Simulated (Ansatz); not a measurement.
**BaTiO₃: ¹⁷O NMR of the central transition**

Cell: a structure deposited in the COD whose atoms were relaxed with PBE, the cell held.

```yaml
crystal:
  lattice:
    - [2.82737, 1.63238, 2.31839]
    - [-2.82737, 1.63238, 2.31839]
    - [0.00000, -3.26476, 2.31839]
  atoms:
    - { symbol: Ba, position: [0.99759, 0.99759, 0.99759] }
    - { symbol: Ti, position: [0.48572, 0.48572, 0.48572] }
    - { symbol: O, position: [0.50980, 0.50980, 0.01629] }
    - { symbol: O, position: [0.01629, 0.50980, 0.50980] }
    - { symbol: O, position: [0.50980, 0.01629, 0.50980] }
```

Sites (sets of like atoms) are named by element and the number of their first atom in this list.

The numbers come from a DFT calculation in Ansatz (PBE, plane waves and PAW (field gradients read without the response of the frozen cores, which leaves them typically 4 to 6 % off), scalar-relativistic, 420 eV cutoff, Γ-centred 5×5×5 k-points, Fermi–Dirac smearing 0.02 eV).

¹⁷O has I = 5/2 and Q = -25.58 mb (Pyykkö 2018); at 9.4 T its Larmor frequency is ν₀ = 54.3 MHz. Only the quadrupole interaction is simulated: positions count from each site's isotropic chemical shift, and J coupling is left out, as are shift anisotropy and dipolar coupling, which fast spinning averages.

Question: Simulate the second-order pattern (fast magic-angle spinning, Gaussian broadening 0.01 kHz) of site O (2 Ti at 1.88–2.13 Å, angle 172°; also 4 Ba at 2.77–2.91 Å).

Answer: The calculation gives C_Q = -1.41 MHz and η = 0.02, so ν_Q = 0.212 MHz and the centre of gravity lies at -4.06 ppm (-0.220 kHz).

(offset (kHz), height): (-0.5747, 0), (-0.5611, 0), (-0.5475, 3), (-0.5340, 4), (-0.5204, 4), (-0.5068, 4), (-0.4932, 4), (-0.4797, 4), (-0.4661, 4), (-0.4525, 4), (-0.4389, 5), (-0.4254, 5), (-0.4118, 5), (-0.3982, 5), (-0.3847, 5), (-0.3711, 5), (-0.3575, 8), (-0.3439, 68), (-0.3304, 59), (-0.3168, 41), (-0.3032, 36), (-0.2897, 32), (-0.2761, 30), (-0.2625, 29), (-0.2489, 29), (-0.2354, 28), (-0.2218, 28), (-0.2082, 28), (-0.1947, 29), (-0.1811, 30), (-0.1675, 31), (-0.1539, 33), (-0.1404, 35), (-0.1268, 39), (-0.1132, 45), (-0.0996, 58), (-0.0861, 100), (-0.0725, 37), (-0.0589, 0), (-0.0454, 0)

At O V_zz points along the line of its two bonds (within 3°).

At this cell the principal stresses reach 5 GPa in size with PBE, which can matter for small gradients.
